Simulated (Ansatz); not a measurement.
# WC (Cmmm) in Ansatz: a series of runs, part 2 of 2

Ansatz 0.2.0.

**3. Relaxation of cell and atoms, BLYP+D4**

Contents of input.yaml:

```yaml
crystal:
  lattice:
    - [1.64034611, -2.1180379, 0.0]
    - [1.64034611, 2.1180379, 0.0]
    - [0.0, 0.0, 4.3094211]
  atoms:
    - { symbol: W, position: [0.5, 0.5, 0.5] }
    - { symbol: C, position: [0.0, 0.0, 0.0] }
hamiltonian:
  xc: blyp
  pseudopotentials: { kind: paw }
  dispersion: d4
kpoints:
  mp_grid: { grid: [10, 10, 6] }
scf:
  occupations: { method: fermi_dirac, width: 0.05 }
output:
  forces: true
  stress: true
  eigenvalues: true
  write_density: true
  write_potential: true
  elf: true
  volumetric_format: npy
relax:
  f_tol: 0.01
  max_steps: 40
  cell: { stress_tol: 0.05 }
```

Potentials or basis: Ansatz PAW.

Launch:

```
$ ansatz run input.yaml --threads 2 --pin off --max-ram 5632MiB --backend cpu --events-out ev --progress --plain --runs-dir out
```

Log:

```text
Warning: RAYON_NUM_THREADS=2 ignored (pool sized by the plan → 2); use --threads N
Engine: ansatz 0.2.0, x86_64-unknown-linux-gnu
Pseudopotentials: kind: paw
Pseudopotential: W, paw, valence charge 14, recommended cutoff 420 eV (normal), W.paw.azcp
Pseudopotential: C, paw, valence charge 4, recommended cutoff 420 eV (normal), C.paw.azcp
Functional definition: BLYP
  parameter beta = 0.0042
  parameter a = 0.04918
  parameter b = 0.132
  parameter c = 0.2533
  parameter d = 0.349
  exchange = b88_x(beta = beta)
  correlation = lyp_c(a = a, b = b, c = c, d = d)
Crystal: 2 atoms, lattice volume = 29.945 Å³
Basis set: ecut = 420 eV, 577 PW (Γ), exchange–correlation on 36×36×60 points (8 copies of the dense FFT grid, shifted against one another)
Bands: 13, of which v1, the nominal top of the filled ones, is band 9 counted from 1 (8 counted from 0)
Symmetry: 8 space group operations
Space group: Cmmm (ITA 65), of the structure as read, at distance tolerance 3.1e-5 Å
k-points: 124 of 600
Non-local potential: W, projectors of the file, l = 0: 3, l = 1: 2, l = 2: 2, l = 3: 1
Non-local potential: C, projectors of the file, l = 0: 2, l = 1: 2, l = 2: 1
PAW form: soft (Blöchl's): semilocal exchange-correlation on the pseudo side does not see the compensation charge
PAW frozen core: W, regenerated for the run's functional, and the local potential with it (the file was generated under x = pbe(κ = 0.804, μ = 0.2195149727645171), c = pbe(β = 0.06672455060314922))
PAW frozen core: C, regenerated for the run's functional, and the local potential with it (the file was generated under x = pbe(κ = 0.804, μ = 0.2195149727645171), c = pbe(β = 0.06672455060314922))
PAW one-centre angular grid: W, 590 points (default); XC on 64 Gauss nodes
PAW one-centre angular grid: C, 110 points (default); XC on 64 Gauss nodes
Initial density: superposition of atomic densities (neutral atoms: chi_scale 0, normalization atom), corrected by the library's trained network
[... 285 lines left out ...]
  E_kinetic    = 539.270565
  E_local      = -809.990462  (includes V_loc(G=0)·N_el)
  E_nonlocal   = 28.403168
  E_hartree    = 282.473555
  E_xc         = -309.994897
  E_vxc        = -291.715670  (∫ρ·V_xc dr)
  E_paw        = -8691.226922  (= ΣΔE_a)
  E_vpaw       = -131.041280  (= ΣTr[D̂ρ^β])
  E_aug_tail   = -0.000058  (compensation charges beyond the density's cutoff)
  E_ewald      = -1698.340716
  E_disp       = -1.647828  (pairwise vdW)
  E_core_change = 0.191661  (= ΣΔE_core)
  E_smearing   = -0.010405  (= −TS)
  E_closure    = -0.000000  (closes the sum)
  Σ components = -10660.872338   (vs F -10660.872338, Δ=0.00e0)
--- Forces (eV/Å), atoms counted from 1 ---
  atom   1  W     -0.00000000     0.00000000     0.00000000
  atom   2  C      0.00000000     0.00000000     0.00000000
  max |Σ_I F_I| component: 6.31e-30 eV/Å
--- Stress (GPa, compression-positive) ---
        0.030211       0.000000       0.000000
        0.000000       0.020405       0.000000
        0.000000       0.000000       0.018842
  P = ⅓ Tr σ = 0.0232 GPa (0.232 kbar)
--- Band table (eV; the first three rows and the last of 124) ---
  k-point 0: bands = ["-55.8862", "-20.0850", "-19.9615", "-19.8134", "4.4201", "14.1378", "16.0494", "17.6021", "17.8923", "18.7298", "18.9285", "20.0145", "20.8612"]
  k-point 1: bands = ["-55.8816", "-20.1938", "-19.9483", "-19.8057", "4.9944", "13.5986", "15.8702", "16.2789", "18.0139", "18.0791", "18.3725", "21.2397", "23.2924"]
  k-point 2: bands = ["-55.8724", "-20.4056", "-19.9220", "-19.7902", "6.4896", "11.6957", "14.3815", "16.0346", "17.5147", "18.2722", "19.7474", "21.9234", "27.3299"]
  k-point 123: bands = ["-55.8409", "-20.4326", "-20.2195", "-19.9986", "9.4687", "10.8723", "11.5667", "13.0719", "21.0885", "21.2732", "21.7814", "23.8756", "24.0536"]
--- Relaxed structure (17 steps of the walk, 17 accepted, 3 SCFs on fresh bases) ---
  F+E_penalty+E_count = -10660.87233796 eV   max|allowed force component| = 3.155e-30 eV/Å   (the final SCF, on the basis selected at the relaxed cell)
  cell:  # Å, volume = 23.7652 Å³
    - [1.465509116105596, -2.686902684716072, 0.0]
    - [1.465509116105596, 2.686902684716072, 0.0]
    - [0.0, 0.0, 3.0176621173343707]
  atoms:
    - { symbol: W, position: [0.5, 0.5, 0.49999999999999994] }
    - { symbol: C, position: [5.962225251865554e-36, 5.962225251865554e-36, 0.0] }
```

v_z.tsv:

```text
# z_ang	v_es[eV]	v_tot[eV]
# format = ansatz-planar-average/11
# xc	blyp
# density_cutoff_ev	1680
# datasets	W=:simpson_from_first_knot:soft:shift=-229032	C=:simpson_from_first_knot:soft:shift=-152672
# lattice	1.465509116	-2.686902685	0.000000000
# lattice	1.465509116	2.686902685	0.000000000
# lattice	0.000000000	0.000000000	3.017662117
# sites	2
# site	74	1.465509116	0.000000000	1.508831059
# site	6	0.000000000	0.000000000	0.000000000
0.000000	9.384862e0	-1.811884e0
0.125736	9.830516e0	-1.322937e0
0.251472	1.093741e1	-1.113059e-1
0.377208	1.219278e1	1.226330e0
0.502944	1.297832e1	1.990694e0
0.628680	1.254955e1	1.386100e0
[... 16 lines left out ...]
2.766190	1.093741e1	-1.113059e-1
2.891926	9.830516e0	-1.322937e0
```

Wall time 16 s (2 threads of Intel Xeon 6975P-C (Granite Rapids), shared host); peak memory 0.41 GiB.

Results:

- Free energy: -10660.8723 eV
- Relaxed volume: 11.88 Å³/atom
- Relaxed cell: a = 3.061 Å, b = 3.061 Å, c = 3.018 Å, α = 90.00°, β = 90.00°, γ = 122.78°
- Space group after relaxing (to 0.05 Å): Cmmm (No. 65)
- Energy gained by relaxing: 1913.1 meV/atom
- Ionic steps: 20
- Pressure after relaxing: 0.0 GPa
- Band gap on the k mesh: none (metal or under the smearing width)

The path:
```
step  energy change (eV)  largest force (eV/Å)  volume (Å³)
   1              0.0000                0.0000        29.94
   2             -0.7086                0.0000        27.65
   3             -1.3983                0.0000        25.84
   4             -2.1734                0.0000        25.00
   5             -2.8893                0.0000        23.69
   6             -3.3921                0.0000        22.47
   7             -3.6914                0.0000        21.92
   8             -3.7730                0.0000        22.59
   9             -3.7918                0.0000        23.24
  10             -3.7932                0.0000        23.23
  11             -3.7933                0.0000        23.19
  12             -3.7933                0.0000        23.19
  13             -3.8180                0.0000        23.19
  14             -3.8237                0.0000        23.47
  15             -3.8244                0.0000        23.88
  16             -3.8251                0.0000        23.74
  17             -3.8251                0.0000        23.74
  18             -3.8262                0.0000        23.74
  19             -3.8262                0.0000        23.77
  20             -3.8262                0.0000        23.77
```

Final structure:
```
CELL_PARAMETERS angstrom
1.46551 -2.68690 0.00000
1.46551 2.68690 0.00000
0.00000 0.00000 3.01766
ATOMIC_POSITIONS crystal
W 0.50000 0.50000 0.50000
C 0.00000 0.00000 0.00000
```

Levels at points of the mesh, in eV from the Fermi level:
```
              k point  band 7  band 8  band 9  band 10  band 11  band 12
   (0.00, 0.00, 0.00)   -2.55   -1.00   -0.71     0.13     0.32     1.41
  (0.00, 0.00, -0.50)   -4.88   -2.40   -1.45    -0.19     2.52     3.69
  (0.00, -0.50, 0.00)   -5.81   -5.66    1.41     2.45     3.50     4.78
 (0.00, -0.50, -0.50)   -3.45   -2.90   -1.30    -0.29     3.00     3.79
 (-0.50, -0.50, 0.00)   -3.85   -0.70   -0.55    -0.37     0.95     2.93
(-0.50, -0.50, -0.50)   -7.04   -5.53    2.48     2.67     3.18     5.27
```

Caveat: the volume moved by over 15 % at a fixed basis, so the end points are rough; the plane-wave basis is chosen anew once the cell has moved, so the energies of steps on either side of that aren't comparable; pairwise dispersion overbinds metals, which lowers pressure and volume; the PAW data sets come from PBE, with cores solved anew for the run's functional, which leaves a small shift of forces and pressure. The run has no spin-orbit coupling, so splittings on W are missing.

**4. Single point, PBE**

Edit input.yaml of step 3 so:

```diff
@@ -9,5 +9,4 @@
 hamiltonian:
-  xc: blyp
+  xc: pbe
   pseudopotentials: { kind: paw }
-  dispersion: d4
 kpoints:
@@ -15,3 +14,3 @@
 scf:
-  occupations: { method: fermi_dirac, width: 0.05 }
+  occupations: { method: gaussian, width: 0.029 }
 output:
@@ -24,5 +23 @@
   volumetric_format: npy
-relax:
-  f_tol: 0.01
-  max_steps: 40
-  cell: { stress_tol: 0.05 }
```

Potentials or basis: Ansatz PAW.

Launch:

```
$ ansatz run input.yaml --threads 2 --pin off --max-ram 5632MiB --backend cpu --events-out ev --progress --plain --runs-dir out
```

Log:

```text
Warning: RAYON_NUM_THREADS=2 ignored (pool sized by the plan → 2); use --threads N
[... 4 set-up lines as earlier in the session ...]
Functional definition: PBE
  parameter kappa = 0.804
  parameter beta = 0.06672455060314922
  exchange = pbe_x(kappa = kappa, mu = beta*pi^2/3)
  correlation = pbe_c(beta = beta)
Crystal: 2 atoms, lattice volume = 29.945 Å³
Basis set: ecut = 420 eV, 577 PW (Γ), exchange–correlation on 36×36×60 points (8 copies of the dense FFT grid, shifted against one another)
Bands: 13, of which v1, the nominal top of the filled ones, is band 9 counted from 1 (8 counted from 0)
[... 2 set-up lines as earlier in the session ...]
k-points: 124 of 600
[... 7 set-up lines as earlier in the session ...]
Functional: x = pbe(κ = 0.804, μ = 0.2195149727645171), c = pbe(β = 0.06672455060314922)
SCF iter   1: F=—  HF=-10630.276069 eV  |F-HF|=—  |Δ(HF+E_count)|=         —  Δρ=8.07e-3  dr2=1.49e-2  ethr=1.77e-3  ⟨swp⟩=5.8  Hψ=7950  notcnv=0
preconditioner: auto → none  [insulator: Δε(μ)=0.035 eV  Ē_g=6.205 eV  σ=0.029 eV  W_gap=0.58  n_scr=6 (ndim 8)  ℏωp=21.5 eV  f_vac=0.000  D(μ)=1.49/eV (n_scr^D=18)  ε∞_Penn≈13.0]
SCF iter   2: F=—  HF=-10630.275112 eV  |F-HF|=—  |Δ(HF+E_count)|=   9.58e-4  Δρ=3.35e-3  dr2=2.01e-3  ethr=8.29e-5  ⟨swp⟩=2.0  Hψ=2941  notcnv=0  defer=19
SCF iter   3: F=—  HF=-10630.275243 eV  |F-HF|=—  |Δ(HF+E_count)|=   1.31e-4  Δρ=5.40e-4  dr2=2.74e-5  ethr=1.12e-5  ⟨swp⟩=1.3  Hψ=1689  notcnv=0  defer=19
SCF iter   4: F=—  HF=-10630.275271 eV  |F-HF|=—  |Δ(HF+E_count)|=   2.87e-5  Δρ=8.63e-5  dr2=1.04e-6  ethr=1.52e-7  ⟨swp⟩=2.3  Hψ=2299  notcnv=0  defer=19
iter 5 did not close the SCF: its close was put off for the readings that it lacked (scf_convergence_deferred on its scf_iter line)
SCF iter   5: F=-10630.275272 eV  HF=-10630.275272 eV  |F-HF|=1.10e-8  |Δ(HF+E_count)|=   7.01e-7  Δρ=1.17e-5  dr2=1.87e-8  ethr=5.75e-9  ⟨swp⟩=2.5  Hψ=2438  notcnv=0  defer=19
SCF iter   6: F=-10630.275272 eV  HF=-10630.275272 eV  |F-HF|=2.36e-10  |Δ(HF+E_count)|=   1.58e-8  Δρ=2.28e-6  dr2=6.43e-10  ethr=1.04e-10  ⟨swp⟩=6.1  Hψ=9142  notcnv=0
SCF 1 converged in 6 iterations: F = -10630.275272 eV  dr2 = 6.43e-10
SCF converged after 6 iterations
Free energy (F): -10630.275272 eV
Harris-Foulkes:  -10630.275272 eV  (|F-HF|=2.36e-10)
Internal energy: -10630.274477 eV  (E = F + TS)
E sigma→0 (E₀):  -10630.274875 eV
Entropy (-TS):   -0.000795 eV (-0.397 meV/atom)
Fermi energy:    13.709750 eV
--- Per-component energies (eV) ---
  E_band       = -178.180611
  E_kinetic    = 517.339215
  E_local      = -1022.240400  (includes V_loc(G=0)·N_el)
  E_nonlocal   = 29.428390
  E_hartree    = 357.753924
  E_xc         = -308.076478
  E_vxc        = -289.172138  (∫ρ·V_xc dr)
  E_paw        = -8659.638930  (= ΣΔE_a)
  E_vpaw       = -129.042886  (= ΣTr[D̂ρ^β])
  E_aug_tail   = -0.000072  (compensation charges beyond the density's cutoff)
  E_ewald      = -1544.840126
  E_smearing   = -0.000795  (= −TS)
  E_closure    = 0.000000  (closes the sum)
  Σ components = -10630.275272   (vs F -10630.275272, Δ=0.00e0)
--- Forces (eV/Å), atoms counted from 1 ---
  atom   1  W      0.00000000     0.00000000     0.00000000
  atom   2  C     -0.00000000     0.00000000     0.00000000
  max |Σ_I F_I| component: 9.86e-32 eV/Å
--- Stress (GPa, compression-positive) ---
      -35.219864       0.000000       0.000000
        0.000000      -2.322266       0.000000
        0.000000       0.000000     -58.914835
  P = ⅓ Tr σ = -32.1523 GPa (-321.523 kbar)
--- Band table (eV; the first three rows and the last of 124) ---
  k-point 0: bands = ["-61.0133", "-25.3573", "-24.7074", "-24.4469", "1.4145", "8.1161", "10.2905", "10.4966", "15.5192", "15.7714", "15.8092", "16.3625", "16.4154"]
  k-point 1: bands = ["-61.0133", "-25.3591", "-24.7073", "-24.4469", "1.6017", "7.4686", "10.2969", "10.7034", "14.7126", "16.0932", "16.1587", "16.7453", "16.7921"]
  k-point 2: bands = ["-61.0133", "-25.3627", "-24.7071", "-24.4468", "2.0610", "6.3408", "10.3098", "10.9430", "14.1134", "15.8351", "16.2710", "17.2520", "17.7070"]
  k-point 123: bands = ["-60.8617", "-25.6586", "-25.3399", "-25.1328", "6.3356", "8.0185", "8.6881", "10.8293", "13.9176", "14.7735", "16.3524", "17.3287", "17.8710"]
```

rho_z.tsv:

```text
# z_ang	rho[e/angstrom^3]
# format = ansatz-planar-average/11
# lattice	1.640346110	-2.118037900	0.000000000
# lattice	1.640346110	2.118037900	0.000000000
# lattice	0.000000000	0.000000000	4.309421100
# sites	2
# site	74	1.640346110	0.000000000	2.154710550
# site	6	0.000000000	0.000000000	0.000000000
0.000000	4.523299e-1
0.143647	4.440648e-1
0.287295	4.148545e-1
0.430942	3.639915e-1
0.574589	3.050650e-1
0.718237	2.558382e-1
0.861884	2.264179e-1
1.005532	2.213976e-1
1.149179	2.480866e-1
1.292826	3.308295e-1
1.436474	5.043409e-1
1.580121	7.746859e-1
1.723768	1.087728e0
1.867416	1.348417e0
2.011063	1.495671e0
2.154711	1.538209e0
2.298358	1.495671e0
2.442005	1.348417e0
2.585653	1.087728e0
2.729300	7.746859e-1
2.872947	5.043409e-1
3.016595	3.308295e-1
3.160242	2.480866e-1
3.303890	2.213976e-1
3.447537	2.264179e-1
3.591184	2.558382e-1
3.734832	3.050650e-1
3.878479	3.639915e-1
4.022126	4.148545e-1
4.165774	4.440648e-1
```

v_z.tsv:

```text
# z_ang	v_es[eV]	v_tot[eV]
# format = ansatz-planar-average/11
# xc	pbe
# density_cutoff_ev	1680
# datasets	W=:simpson_from_first_knot:soft	C=:simpson_from_first_knot:soft
# lattice	1.640346110	-2.118037900	0.000000000
# lattice	1.640346110	2.118037900	0.000000000
# lattice	0.000000000	0.000000000	4.309421100
# sites	2
# site	74	1.640346110	0.000000000	2.154710550
# site	6	0.000000000	0.000000000	0.000000000
0.000000	4.834626e0	-6.619551e0
0.143647	5.718521e0	-5.640541e0
0.287295	7.969735e0	-3.131565e0
0.430942	1.074263e1	-1.111590e-2
0.574589	1.311322e1	2.754800e0
0.718237	1.427201e1	4.297618e0
0.861884	1.426458e1	4.562089e0
1.005532	1.339804e1	3.755256e0
1.149179	1.165518e1	1.729998e0
1.292826	8.811719e0	-1.820548e0
1.436474	4.958436e0	-6.786092e0
1.580121	7.160386e-1	-1.243456e1
1.723768	-3.251820e0	-1.784869e1
1.867416	-6.416752e0	-2.220362e1
2.011063	-8.443767e0	-2.498264e1
2.154711	-9.137197e0	-2.592727e1
2.298358	-8.443767e0	-2.498264e1
2.442005	-6.416752e0	-2.220362e1
2.585653	-3.251820e0	-1.784869e1
2.729300	7.160386e-1	-1.243456e1
2.872947	4.958436e0	-6.786092e0
3.016595	8.811719e0	-1.820548e0
3.160242	1.165518e1	1.729998e0
3.303890	1.339804e1	3.755256e0
3.447537	1.426458e1	4.562089e0
3.591184	1.427201e1	4.297618e0
3.734832	1.311322e1	2.754800e0
3.878479	1.074263e1	-1.111590e-2
4.022126	7.969735e0	-3.131565e0
4.165774	5.718521e0	-5.640541e0
```

Wall time 0.92 s (2 threads of Intel Xeon 6975P-C (Granite Rapids), shared host); peak memory 0.38 GiB.

What came out:

```
Free energy            : -10630.2753 eV
Pressure               : -32.2 GPa
Band gap on the k mesh : none (metal or under the smearing width)
```

Caveat: a pressure of tens of GPa on the cell as given is suspect, and the run, the potentials or the cell itself is likely at fault. Spin-orbit coupling is left out, which matters for the levels of W.

**5. Single point, PBE**

Edit input.yaml of step 4 so:

```diff
@@ -14,3 +14,3 @@
 scf:
-  occupations: { method: gaussian, width: 0.029 }
+  occupations: { method: gaussian, width: 0.03 }
 output:
```

Launch:

```
$ ansatz run input.yaml --threads 2 --pin off --max-ram 5632MiB --backend cpu --events-out ev --progress --plain --runs-dir out
```

Wall time 0.93 s (2 threads of Intel Xeon 6975P-C (Granite Rapids), shared host); peak memory 0.38 GiB.

It converged, with:

```yaml
Free_energy: -10630.2753 eV
Pressure: -32.2 GPa
Band_gap_on_the_k_mesh: none (metal or under the smearing width)
```

Stress tensor (GPa, compression positive):
```
-35.22   0.00   0.00
  0.00  -2.33   0.00
  0.00   0.00 -58.92
```

Levels at points of the mesh, in eV from the Fermi level:
| k point | band 5 | band 6 | band 7 | band 8 | band 9 | band 10 | band 11 | band 12 | band 13 |
| --- | --- | --- | --- | --- | --- | --- | --- | --- | --- |
| (0.00, 0.00, 0.00) | -12.29 | -5.59 | -3.42 | -3.21 | 1.81 | 2.06 | 2.10 | 2.65 | 2.71 |
| (0.00, 0.00, -0.50) | -11.34 | -7.94 | -3.39 | -2.68 | 0.20 | 2.03 | 2.58 | 3.67 | 4.40 |
| (0.00, -0.50, 0.00) | -9.10 | -5.83 | -4.82 | -3.71 | 1.85 | 1.87 | 2.58 | 3.50 | 4.33 |
| (0.00, -0.50, -0.50) | -9.64 | -4.49 | -3.94 | -2.49 | -0.68 | 0.22 | 2.20 | 2.36 | 2.61 |
| (-0.50, -0.50, 0.00) | -8.29 | -3.75 | -3.30 | -2.62 | -0.90 | -0.75 | -0.20 | 1.00 | 6.05 |
| (-0.50, -0.50, -0.50) | -7.37 | -5.69 | -5.02 | -2.88 | 0.21 | 1.06 | 2.64 | 3.62 | 4.16 |

Caveat: a pressure of tens of GPa on the cell as given is suspect, and the run, the potentials or the cell itself is likely at fault.

**6. Overview**

```csv
task,level,cell,smearing,gap on the mesh (eV),pressure (GPa),relaxed volume (Å³/atom)
relaxation of cell and atoms,BLYP+D3(BJ),relaxed,fermi-dirac 0.05 eV,none,0.0,11.66
relaxation of cell and atoms,BLYP+D4,relaxed,fermi-dirac 0.05 eV,none,0.0,11.88
single point,PBE,as given,gaussian 0.029 eV,none,-32.2,-
single point,PBE,as given,gaussian 0.03 eV,none,-32.2,-
```

Alike in all rows: potentials or basis Ansatz PAW; no spin polarisation; k mesh 10 × 10 × 6; cutoff (eV) 420.

Caveats: the volume moved by over 15 % at a fixed basis, so the end points are rough (some runs); the plane-wave basis is chosen anew once the cell has moved, so the energies of steps on either side of that aren't comparable (some runs); pairwise dispersion overbinds metals, which lowers pressure and volume (some runs); the PAW data sets come from PBE, with cores solved anew for the run's functional, which leaves a small shift of forces and pressure (some runs); a pressure of tens of GPa on the cell as given is suspect, and the run, the potentials or the cell itself is likely at fault (some runs).

Absolute energies hang on the potentials; compare differences alone.
